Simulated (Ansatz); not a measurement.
# TiCo3: a hydrostatic pressure series

An exercise on one series of results from a longer session: the logs are not shown, and one member is left open.

Program: Ansatz 0.2.0. Level of theory: DFT PBEsol, scalar-relativistic, plane waves, PAW. These are calculated values, not measurements.

2 further runs of the same task are left out: 2 set aside as unsound or not needed.

### Starting point

It takes space group Pm-3m (No. 221, cubic). The conventional cell has a = 3.528 Å, b = 3.528 Å, c = 3.528 Å, α = 90.00°, β = 90.00°, γ = 90.00°. Ti (site symmetry m-3m) is surrounded by 12 Co at 2.49 Å. Co (site symmetry 4/mmm) is surrounded by 4 Ti at 2.49 Å and 8 Co at 2.49 Å.

Coordinates:

```
Ti Co
1.0
     3.52825    0.00000    0.00000
     0.00000    3.52825    0.00000
     0.00000    0.00000    3.52825
Ti Co
1 3
Direct
  0.00000 0.00000 0.00000
  0.00000 0.50000 0.50000
  0.50000 0.00000 0.50000
  0.50000 0.50000 0.00000
```

This cell was relaxed beforehand with the same method: volume 10.98 Å³/atom, gap on the mesh none (metal), site moments up to 0.3 μB.

Set-up of the first run:

input.yaml reads:

```yaml
crystal:
  lattice:
    - [3.5510408289, 0.0, 0.0]
    - [0.0, 3.5510408289, 0.0]
    - [0.0, 0.0, 3.5510408289]
  atoms:
    - { symbol: Ti, position: [0.0, 0.0, 0.0] }
    - { symbol: Co, position: [0.0, 0.5, 0.5], spin: 0.3 }
    - { symbol: Co, position: [0.5, 0.0, 0.5], spin: 0.3 }
    - { symbol: Co, position: [0.5, 0.5, 0.0], spin: 0.3 }
basis:
  ecutwfc: 420
kpoints:
  mp_grid: { grid: [12, 12, 12] }
hamiltonian:
  xc: pbesol
scf:
  occupations: { method: gaussian, width: 0.1 }
output:
  forces: true
  stress: true
  eigenvalues: true
  populations: true
  write_density: true
  write_potential: true
  elf: true
  volumetric_format: npy
magnetization:
  spin_polarized: true
relax:
  adjacent_minimum: "off"
  f_tol: 0.008
  max_steps: 50
  cell: { stress_tol: 0.08, p_target: -2.0 }
```

The run is started by

```
ansatz run input.yaml --threads 1 --pin off --max-ram 2560MiB --backend cpu --events-out ev --progress --plain --runs-dir out
```

Steps of the session up to this table: Relaxing at -2 GPa; Relaxing at 2 GPa; Target pressure 5 GPa; Target pressure 10 GPa; Target pressure 20 GPa; Relaxing at 40 GPa.

One of the session's tables, all rows but one given; the rest of the session is left out.

| P (GPa) | V (Å³/atom) | a (Å) | b (Å) | c (Å) | ΔH (eV/atom) |
| --- | --- | --- | --- | --- | --- |
| -2 | 11.08 | 3.539 | 3.539 | 3.539 | -0.138 |
| 0 | 10.98 | 3.528 | 3.528 | 3.528 | 0.000 |
| 2 | ? | ? | ? | ? | ? |
| 5 | 10.76 | 3.504 | 3.504 | 3.504 | 0.339 |
| 10 | 10.56 | 3.483 | 3.483 | 3.483 | 0.672 |
| 20 | 10.21 | 3.444 | 3.444 | 3.444 | 1.320 |
| 40 | 9.67 | 3.382 | 3.382 | 3.382 | 2.559 |

Estimate the missing values for P (GPa) = 2.

Worked estimate for «V (Å³/atom)». A straight line through the neighbours (0, 10.98) and (5, 10.76) gives 10.98 + (10.76 − 10.98) × (2 − 0) / (5 − 0) = 10.89; a parabola fitted to 4 rows on both sides gives 10.89.

As computed: V (Å³/atom): 10.89; a (Å): 3.518; b (Å): 3.518; c (Å): 3.518; ΔH (eV/atom): 0.136. In «V (Å³/atom)» the line misses by 0.00 and the parabola by 0.00.

ΔH is E + PV over the energy at zero pressure; a, b and c are the vectors of the computed cell. 

To keep in mind: Other structures may take over in this range; these runs cannot find them. Warnings in the runs' records: seeded moment not kept.
